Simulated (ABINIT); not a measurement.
An input for ABINIT 10.8.3 (patched build) (Ge):

The input run.abi:

```
# Pseudopotentials
pp_dirpath "./"
pseudos "Ge.upf"

# Structure
acell 3.9975858431 3.9975858432 6.59937795 Angstrom
rprim
     1.0000000000     0.0000000000     0.0000000000
    -0.5000000000     0.8660254038     0.0000000000
     0.0000000000     0.0000000000     1.0000000000
ntypat 1
znucl 32
natom 5
typat 1 1 1 1
xcart
    -0.0000000004     4.3615016203    11.6865743655
     3.7771712019     2.1807508098     5.4510659063
    -0.0000000004     4.3615016203     7.0199510121
     3.7771712019     2.1807508098     0.7844425529

# Plane-wave basis
ecut 40.0

# k points
kptopt 1
ngkpt 8 8 4
nshiftk 1
shiftk 0.0 0.0 0.0

# Exchange and correlation
ixc 11

# Bands and occupations
nband 34
occopt 3
tsmear 0.05 eV

# SCF cycle
nstep 60
tolvrs 1.0e-10

# Output
iomode 3
prtwf 0
prtden 0
prteig 0
prtebands 0
```

Potentials or basis: PseudoDojo NC SR PBE v0.4.1 standard.

Command:

```sh
$ abinit run.abi > log 2>&1
```

Q: Does this run start?

A: The run stopped without a result. It printed:

run.abo:

```text
.Version 10.8.3 of ABINIT
--- !ERROR
message: |
    An error occurred reading data for keyword ` TYPAT`,
    looking for 5 elements.
    There is a problem with the input string:

     XCART -0.0000000004 4.3615016203 11.6865743655 3.7771712019 2.1807508098 5.4510659063 -0.0000000004 4.3615016203 7.0199510121 3.7771712019 2.1807508098 0.7844425529 ECUT 40.0 KPTOPT 1 NGKPT 8 8 4 NSHIFTK 1 SHIFTK 0.0 0.0 0.0 IXC 11 NBAND 34 OCCOPT 3 TSMEAR 0.05 EV NSTEP 60 TOLVRS 1.0E-10 IOMODE 3 PRTWF 0 PRTDEN 0 PRTEIG 0 PRTEBANDS 0

    Maybe a disagreement between the declared dimension of the array,
    and the number of items provided.
    Action: check the documentation, correct your input file and especially the keyword:  TYPAT
...
```
